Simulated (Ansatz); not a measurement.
TiO2:

```
Ti O
1.0
     2.70603   -2.70666    0.00000
     2.70603    2.70666    0.00000
    -2.63353    0.00000    4.79664
Ti O
2 4
Cartesian
  0.7309 -1.9807 3.5975
  2.0477 1.9807 1.1992
  0.6963 0.6563 0.8018
  2.0823 -0.6563 3.9949
  3.3990 0.6563 1.5966
  -0.6205 -0.6563 3.2001
```

The cell is a database's computed one.

- Program: Ansatz 0.2.0
- Task: relaxation of cell and atoms
- Functional: PBE
- Potentials or basis: Ansatz PAW
- Cutoff: 420 eV (not typed: the program's choice for these potentials)
- k mesh: 8 × 8 × 6
- Occupations: fermi-dirac, width 0.05 eV
- Spin: no spin polarisation

At the start: volume 11.71 Å³/atom.

**Question.** Where does the relaxation end?

**Answer.** It ends after 7 steps and the volume is 11.67 Å³/atom (-0.4 %); space group I4_1/amd (No. 141, to 0.05 Å).

Step by step:
| step | energy change (eV) | largest force (eV/Å) | volume (Å³) |
| --- | --- | --- | --- |
| 1 | 0.0000 | 0.1281 | 70.26 |
| 2 | -0.0077 | 0.0570 | 70.02 |
| 3 | -0.0110 | 0.0622 | 69.97 |
| 4 | -0.0131 | 0.0033 | 69.98 |
| 5 | -0.0125 | 0.0030 | 69.98 |
| 6 | -0.0125 | 0.0005 | 69.99 |
| 7 | -0.0126 | 0.0005 | 69.99 |

Final structure:
```yaml
crystal:
  lattice:
    - [2.68621, -2.68628, -0.01957]
    - [2.68621, 2.68628, -0.01957]
    - [-2.64893, 0.00000, 4.86901]
  atoms:
    - { symbol: Ti, position: [0.87489, 0.12511, 0.75000] }
    - { symbol: Ti, position: [0.12511, 0.87489, 0.25000] }
    - { symbol: O, position: [0.08163, 0.33142, 0.16295] }
    - { symbol: O, position: [0.91837, 0.66858, 0.83705] }
    - { symbol: O, position: [0.66858, 0.91837, 0.33705] }
    - { symbol: O, position: [0.33142, 0.08163, 0.66295] }
```

Caveat: the plane-wave basis is chosen anew once the cell has moved, so the energies of steps on either side of that aren't comparable; the pressure holds a Pulay correction of +0.7 GPa for the finite cutoff.
